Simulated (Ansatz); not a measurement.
(001) slab cut from the bulk of Mg, 15 Å of vacuum:

```yaml
crystal:
  lattice:
    - [3.18773, 0.00000, 0.00000]
    - [-1.59386, 2.76065, 0.00000]
    - [0.00000, 0.00000, 27.84302]
  atoms:
    - { symbol: Mg, position: [0.66667, 0.33333, 0.26937] }
    - { symbol: Mg, position: [0.33333, 0.66667, 0.36182] }
    - { symbol: Mg, position: [0.66667, 0.33333, 0.45378] }
    - { symbol: Mg, position: [0.33333, 0.66667, 0.54622] }
    - { symbol: Mg, position: [0.00000, 0.00000, 0.63867] }
    - { symbol: Mg, position: [0.33333, 0.66667, 0.73063] }
```

These are results of DFT r2SCAN, scalar-relativistic, plane waves, PAW (Ansatz 0.2.0), not measurements. Settings: cutoff 500 eV, Γ-centred mesh 12×12×1 on the computed 6-atom cell, Gaussian smearing of 0.10 eV; no spin polarisation. A dipole correction removes the field between periodic images along c.

This base run converges in 7 iterations with a largest force of 0.065 eV/Å and a work function of 3.81 eV on the top face.

One setting at a time is then changed, some of them on purpose to poor values; changes count from the base run, energies are extrapolated to zero smearing, γ keeps the base's bulk energy, atoms stay where they are, a change of functional drops any dispersion correction, and risky runs are capped at 50 to 100 iterations.

Q: What does each change do? vacuum of 22 Å; occupations fixed; occupations gaussian 0.01 eV; cutoff 120 eV; isolated along c; k mesh 6×6×1; functional PBE; occupations methfessel-paxton 0.2 eV.

A:
```json
{"change": "vacuum of 22 Å", "outcome": "converged", "SCF iterations": "6", "ΔE (meV/atom)": "0.0", "Δγ (J/m²)": "0.000", "Δφ top (eV)": "0.00", "largest force (eV/Å)": "0.065", "largest change of a force (eV/Å)": "0.000"}
{"change": "occupations fixed", "outcome": "converged with warnings", "SCF iterations": "12", "ΔE (meV/atom)": "+75.3", "Δγ (J/m²)": "+0.411", "Δφ top (eV)": "-1.28", "largest force (eV/Å)": "0.088", "largest change of a force (eV/Å)": "0.129"}
{"change": "occupations gaussian 0.01 eV", "outcome": "converged", "SCF iterations": "13", "ΔE (meV/atom)": "+0.4", "Δγ (J/m²)": "+0.002", "Δφ top (eV)": "+0.01", "largest force (eV/Å)": "0.066", "largest change of a force (eV/Å)": "0.026"}
{"change": "cutoff 120 eV", "outcome": "converged with warnings", "SCF iterations": "8", "ΔE (meV/atom)": "+60364.7", "Δγ (J/m²)": "", "Δφ top (eV)": "+2.26", "largest force (eV/Å)": "2.208", "largest change of a force (eV/Å)": "2.263"}
{"change": "isolated along c", "outcome": "converged with warnings", "SCF iterations": "6", "ΔE (meV/atom)": "0.0", "Δγ (J/m²)": "0.000", "Δφ top (eV)": "0.00", "largest force (eV/Å)": "0.065", "largest change of a force (eV/Å)": "0.000"}
{"change": "k mesh 6×6×1", "outcome": "converged", "SCF iterations": "9", "ΔE (meV/atom)": "+26.8", "Δγ (J/m²)": "+0.146", "Δφ top (eV)": "+0.06", "largest force (eV/Å)": "0.161", "largest change of a force (eV/Å)": "0.106"}
{"change": "functional PBE", "outcome": "converged", "SCF iterations": "6", "ΔE (meV/atom)": "", "Δγ (J/m²)": "", "Δφ top (eV)": "-0.09", "largest force (eV/Å)": "0.090", "largest change of a force (eV/Å)": "0.037"}
{"change": "occupations methfessel-paxton 0.2 eV", "outcome": "converged", "SCF iterations": "7", "ΔE (meV/atom)": "-0.1", "Δγ (J/m²)": "-0.001", "Δφ top (eV)": "0.00", "largest force (eV/Å)": "0.064", "largest change of a force (eV/Å)": "0.009"}
```

The smearing is narrow for a metal on this mesh. In some of the runs (cutoff 120) charge leaks into the vacuum, so their work functions can be off.

The reference crystal is a form of Mg, which isn't its usual structure.